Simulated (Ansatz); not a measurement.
**HgSe: projected DOS by orbital**

```yaml
crystal:
  lattice:
    - [0.00000, 3.03600, 3.03600]
    - [3.03600, 0.00000, 3.03600]
    - [3.03600, 3.03600, 0.00000]
  atoms:
    - { symbol: Hg, position: [0.00000, 0.00000, 0.00000] }
    - { symbol: Se, position: [0.75000, 0.75000, 0.75000] }
```

Atoms are numbered in the order listed.

The cell is COD entry 1538962, as deposited and not checked against the literature; nothing was relaxed.

No spin–orbit coupling, which matters for the heavy atoms here.

Level of theory: DFT, PBEsol, all-electron LAPW, scalar-relativistic (Ansatz 0.2.0).

Numerical set-up: a Γ-centred 9×9×9 k mesh, Fermi–Dirac smearing of 0.02 eV, basis error target 0.25 meV/atom, no spin polarisation.

States per eV for one atom of each kind, in 0.4 eV bins named by their centres, from the Fermi level, projected on a minimal set of Löwdin-orthogonalised atomic shells; orbitals are real harmonics on the Cartesian axes, equal curves share a column, and empty bins are left out, as is all above 9.3 eV, near the top of the computed bands.

Hg1 5d:

```
# E all dz2=dx2-y2 dxz=dyz=dxy
-13.5 0.01 0.00 0.00
-13.1 0.26 0.00 0.09
-12.7 0.02 0.00 0.01
-7.1 7.76 0.77 2.08
-6.7 5.10 0.73 1.21
-6.3 8.62 3.25 0.71
-5.9 0.94 0.03 0.29
-5.5 0.03 0.00 0.01
-5.1 0.47 0.07 0.11
-4.7 0.21 0.02 0.06
-4.3 0.14 0.01 0.04
-3.9 0.09 0.00 0.03
-3.5 0.06 0.00 0.02
-3.1 0.04 0.00 0.01
-2.7 0.17 0.03 0.04
-2.3 0.19 0.02 0.05
-1.9 0.21 0.02 0.06
-1.5 0.21 0.02 0.06
-1.1 0.20 0.01 0.06
-0.7 0.11 0.00 0.03
-0.3 0.05 0.00 0.01
1.3 0.01 0.00 0.00
1.7 0.01 0.00 0.00
2.1 0.01 0.00 0.00
2.5 0.01 0.00 0.00
2.9 0.01 0.01 0.00
4.9 0.01 0.00 0.00
6.1 0.01 0.00 0.00
6.5 0.01 0.00 0.00
```

Se2 4p:

```
# E all pz=px=py
-13.1 0.01 0.00
-7.1 1.22 0.41
-6.7 0.47 0.16
-6.3 0.16 0.05
-5.9 0.05 0.02
-5.5 0.10 0.03
-5.1 0.91 0.30
-4.7 0.33 0.11
-4.3 0.21 0.07
-3.9 0.15 0.05
-3.5 0.11 0.04
-3.1 0.11 0.04
-2.7 1.36 0.45
-2.3 1.46 0.49
-1.9 1.61 0.54
-1.5 1.56 0.52
-1.1 1.42 0.47
-0.7 0.72 0.24
-0.3 0.30 0.10
0.1 0.01 0.00
0.5 0.02 0.01
0.9 0.06 0.02
1.3 0.16 0.05
1.7 0.25 0.08
2.1 0.29 0.10
2.5 0.42 0.14
2.9 0.61 0.20
3.3 0.18 0.06
3.7 0.02 0.01
4.1 0.03 0.01
4.5 0.06 0.02
4.9 0.08 0.03
5.3 0.05 0.02
5.7 0.02 0.01
6.1 0.08 0.03
6.5 0.06 0.02
6.9 0.04 0.01
7.3 0.03 0.01
7.7 0.02 0.01
```

Hg1 6s:

```
# E all
-13.5 0.08
-13.1 0.29
-7.1 0.15
-6.7 0.13
-6.3 0.15
-5.9 0.06
-5.5 0.06
-5.1 0.71
-4.7 0.24
-4.3 0.15
-3.9 0.11
-3.5 0.08
-3.1 0.06
-2.7 0.06
-2.3 0.06
-1.9 0.04
-1.5 0.03
-1.1 0.01
0.5 0.01
0.9 0.05
1.3 0.19
1.7 0.30
2.1 0.34
2.5 0.47
2.9 0.64
3.3 0.19
3.7 0.01
4.1 0.02
4.5 0.03
4.9 0.04
5.3 0.02
5.7 0.01
6.1 0.03
6.5 0.02
6.9 0.02
7.3 0.01
7.7 0.01
```

Se2 4s:

```
# E all
-13.5 0.30
-13.1 3.80
-12.7 0.21
-6.7 0.01
-6.3 0.06
-5.9 0.06
-5.5 0.01
-5.1 0.09
-4.7 0.06
-4.3 0.05
-3.9 0.04
-3.5 0.03
-3.1 0.03
-2.7 0.02
-2.3 0.02
-1.9 0.02
-1.5 0.01
0.9 0.01
1.3 0.03
1.7 0.03
2.1 0.03
2.5 0.03
2.9 0.02
```
